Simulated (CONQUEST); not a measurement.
Runs of CONQUEST 1.3 on HfO2. The structure is tetragonal, space group P4_2/nmc (No. 137). Conventional cell: a = 3.558 Å, b = 3.558 Å, c = 5.172 Å, α = 90.00°, β = 90.00°, γ = 90.00°. Hf (site symmetry -4m2) has 4 O at 2.05 Å as nearest neighbours. O (site symmetry 2mm) is surrounded by 2 Hf at 2.05 Å. Measurements of this composition are mostly on another form, of space group No. 14.

```tsv
task	level	potentials or basis	k mesh	smearing	gap on the mesh (eV)	pressure (GPa)	largest force (eV/Å)
single point	PBEsol	PseudoDojo NC PBEsol, DZP, grid cutoff 150 Ha	8 × 8 × 5	fermi-dirac 0.05 eV	4.50	3.3	0.16
single point	LDA	PseudoDojo NC LDA, SZ, grid cutoff 150 Ha	6 × 6 × 5	methfessel-paxton of order 1 0.1 eV	3.55	-9.5	(b)
density of states	PBE	PseudoDojo NC PBE, DZP, grid cutoff 100 Ha	5 × 5 × 4	fermi-dirac 0.05 eV	4.58	-	-
single point	PBE	PseudoDojo NC PBE, DZP, grid cutoff 150 Ha	8 × 8 × 5	fermi-dirac 0.05 eV	4.58	(a)	0.27
```

Alike in all rows: no spin polarisation; cell as given.

Estimate the missing entries.

(a) 12.2; (b) 0.29.

Caveats: spin-orbit coupling is left out, which moves the levels of the heavy elements; an odd mesh through Γ misses points on the zone boundary, where band edges often lie; the basis of atomic orbitals isn't converged, which shifts pressures, moduli and gaps; the atomic basis is small (some runs).

A k mesh can miss the band edges, and the runs leave out spin-orbit coupling on Hf.

Not every run made on this cell is shown here.
